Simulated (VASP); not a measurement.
Input of a VASP 6.6.1 run:

INCAR

```
PREC     = Accurate       # precision mode
ENCUT    = 520            # plane-wave cutoff, eV
EDIFF    = 1E-7           # SCF threshold, eV
ISMEAR   = -1             # smearing method
SIGMA    = 0.05           # smearing width, eV
LREAL    = F              # projectors in reciprocal space
LASPH    = T              # aspherical terms in the spheres
NELM     = 100            # most SCF steps
ALGO     = Normal         # electronic algorithm
ISIF     = 2              # what is computed and relaxed
LWAVE    = F              # write WAVECAR
LCHARG   = F              # write CHGCAR
METAGGA  = TPSS           # meta-GGA
LMIXTAU  = T            
NBANDS   = 21             # bands
```

KPOINTS

```
regular mesh
0
Gamma
  8 8 8
```

The input POSCAR:

```
Ge
1.0
    0.0000000000      2.8289100000      2.8289100000
    2.8289100000      0.0000000000      2.8289100000
    2.8289100000      2.8289100000      0.0000000000
Ge
2
Direct
    0.7500000000      0.7500000000      0.7500000000
    0.5000000000      0.5000000000      0.5000000000
```

File KPOINTS_OPT:

```
path GXWKGLUWLK,UX
15
line-mode
reciprocal
 0.0000000000  0.0000000000  0.0000000000  G
 0.5000000000  0.0000000000  0.5000000000  X

 0.5000000000  0.0000000000  0.5000000000  X
 0.5000000000  0.2500000000  0.7500000000  W

 0.5000000000  0.2500000000  0.7500000000  W
 0.3750000000  0.3750000000  0.7500000000  K

 0.3750000000  0.3750000000  0.7500000000  K
 0.0000000000  0.0000000000  0.0000000000  G

 0.0000000000  0.0000000000  0.0000000000  G
 0.5000000000  0.5000000000  0.5000000000  L

 0.5000000000  0.5000000000  0.5000000000  L
 0.6250000000  0.2500000000  0.6250000000  U

 0.6250000000  0.2500000000  0.6250000000  U
 0.5000000000  0.2500000000  0.7500000000  W

 0.5000000000  0.2500000000  0.7500000000  W
 0.5000000000  0.5000000000  0.5000000000  L

 0.5000000000  0.5000000000  0.5000000000  L
 0.3750000000  0.3750000000  0.7500000000  K

 0.6250000000  0.2500000000  0.6250000000  U
 0.5000000000  0.0000000000  0.5000000000  X
```

Potentials or basis: VASP PAW PBE potentials, release 64 (Ge_d).

The run is started by

```bash
$ cat potpaw_PBE.64/Ge_d/POTCAR > POTCAR
$ mpirun -np 1 vasp_std > vasp.out
```

Q: What does it give for the band gap on the k mesh?

A: 0.14 eV, direct.

Q: Predict the band gap along the path.

A: 0.14 eV, direct.

Q: Estimate the pressure.

A: -0.7 GPa.

Levels at the corners of the path, in eV from the valence-band top:
```
point  band 11  band 12  band 13  band 14  band 15  band 16  band 17  band 18
    Γ   -12.98     0.00     0.00     0.00     0.14     2.61     2.61     2.61
    X    -9.02    -9.02    -3.12    -3.12     0.73     0.73     9.74     9.74
    X    -9.02    -9.02    -3.12    -3.12     0.73     0.73     9.74     9.74
    W    -8.92    -8.92    -3.97    -3.97     4.44     4.44     4.73     4.73
    W    -8.92    -8.92    -3.97    -3.97     4.44     4.44     4.73     4.73
    K    -9.50    -8.41    -4.41    -2.67     1.16     4.14     7.36     7.54
    K    -9.50    -8.41    -4.41    -2.67     1.16     4.14     7.36     7.54
    Γ   -12.98     0.00     0.00     0.00     0.14     2.61     2.61     2.61
    Γ   -12.98     0.00     0.00     0.00     0.14     2.61     2.61     2.61
    L   -10.85    -7.71    -1.42    -1.42     0.22     3.81     3.81     7.11
    L   -10.85    -7.71    -1.42    -1.42     0.22     3.81     3.81     7.11
    U    -9.50    -8.41    -4.41    -2.67     1.16     4.14     7.36     7.54
    U    -9.50    -8.41    -4.41    -2.67     1.16     4.14     7.36     7.54
    W    -8.92    -8.92    -3.97    -3.97     4.44     4.44     4.73     4.73
    W    -8.92    -8.92    -3.97    -3.97     4.44     4.44     4.73     4.73
    L   -10.85    -7.71    -1.42    -1.42     0.22     3.81     3.81     7.11
    L   -10.85    -7.71    -1.42    -1.42     0.22     3.81     3.81     7.11
    K    -9.50    -8.41    -4.41    -2.67     1.16     4.14     7.36     7.54
    U    -9.50    -8.41    -4.41    -2.67     1.16     4.14     7.36     7.54
    X    -9.02    -9.02    -3.12    -3.12     0.73     0.73     9.74     9.74
```

Caveat: the PAW data sets were made with another functional, which shifts forces and pressure a little.

**Experimental background.**

From “Electronic and optical properties of SixGe1-x-ySny alloys lattice-matched to Ge”, 2021, arxiv:2109.02782, for a bulk crystal of Ge at 293 K: band gap 0.666 eV (indirect).

Against the measured gap of Ge, 0.666 eV (indirect; 293 K; “Electronic and optical properties of SixGe1-x-ySny alloys lattice-matched to Ge”, 2021, arxiv:2109.02782), the calculated 0.14 eV is off by -0.53 eV. 3 values of this kind are on record (0.666 to 0.807 eV); this one was drawn at random among those near their median. Spin-orbit coupling on Ge is left out. The value is that of TPSS, without temperature or zero-point motion.
